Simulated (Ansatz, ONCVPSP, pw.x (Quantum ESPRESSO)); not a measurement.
## Which P potential is closest to all-electron in the sc crystal?

All use PBE, scalar-relativistic, no spin, cutoffs from each file’s atomic test, pw.x 7.5; 13³ k-points, Fermi–Dirac smearing 0.01 Ry. Δ is the rms difference from all-electron LAPW of the E(V) curves that follow from fits to the pressures, over ±6 % in volume. Mesh and smearing are coarse and serve the comparison alone. The files are a selection: those with a ghost or negative overlap were mostly not run, and those with noisy or unconverged pressures or nearly equal Δ are left out.

All-electron: a0 = 2.447 Å (V0 = 14.66 Å³/atom), B0 = 113.3 GPa.

Q: Rank them by Δ, smallest first.
A. optimised norm-conserving Vanderbilt (ONCV), ONCVPSP 4.0.1.1 (patched build), PBE; core [Ne], reference 3s2 3p3; waves: 3s: rc 1.50 bohr, ncon 4, nbas 8, qcut 5.6 1/bohr, 1 projector; 3p: rc 1.85 bohr, ncon 3, nbas 6, qcut 4.6 1/bohr, 3 projectors, debl 2.5 Ha; d scattering state at 0.32 Ha: rc 1.95 bohr, ncon 3, nbas 6, qcut 5.5 1/bohr, 1 projector; local part: polynomial inside 1.20 bohr (lpopt 5, dvloc0 -1 Ha); core correction: none.
B. optimised norm-conserving Vanderbilt (ONCV), ONCVPSP 4.0.1.1 (patched build), PBE; core [Ne], reference 3s2 3p2.75; waves: 3s: rc 1.50 bohr, ncon 4, nbas 8, qcut 5 1/bohr, 3 projectors, debl 3.8 Ha; 3p: rc 1.70 bohr, ncon 3, nbas 6, qcut 5.3 1/bohr, 2 projectors, debl 0.5 Ha; local part: polynomial inside 1.05 bohr (lpopt 5, dvloc0 4 Ha); core correction: none.
C. optimised norm-conserving Vanderbilt (ONCV), ONCVPSP 4.0.1.1 (patched build), PBE; core [Ne], reference 3s1 3p4; waves: 3s: rc 1.70 bohr, ncon 4, nbas 9, qcut 4.6 1/bohr, 2 projectors, debl 1 Ha; 3p: rc 1.55 bohr, ncon 4, nbas 8, qcut 4.6 1/bohr, 2 projectors, debl 3.7 Ha; local part: polynomial inside 1.00 bohr (lpopt 5, dvloc0 -1 Ha); core correction: none.
D. optimised norm-conserving Vanderbilt (ONCV), ONCVPSP 4.0.1.1 (patched build), PBE; core [Ne], reference 3s2 3p3; waves: 3s: rc 1.70 bohr, ncon 4, nbas 7, qcut 4.2 1/bohr, 1 projector; 3p: rc 1.50 bohr, ncon 4, nbas 7, qcut 6.4 1/bohr, 2 projectors, debl 1 Ha; d scattering state at 0.25 Ha: rc 1.60 bohr, ncon 4, nbas 9, qcut 5.5 1/bohr, 1 projector; local part: polynomial inside 1.30 bohr (lpopt 5, dvloc0 4 Ha); core correction: Teter function, fcfact 5.25, rcfact 1.45.

A: A (0.7 meV/atom), D (1.6 meV/atom), C (6.7 meV/atom), B (15.0 meV/atom).
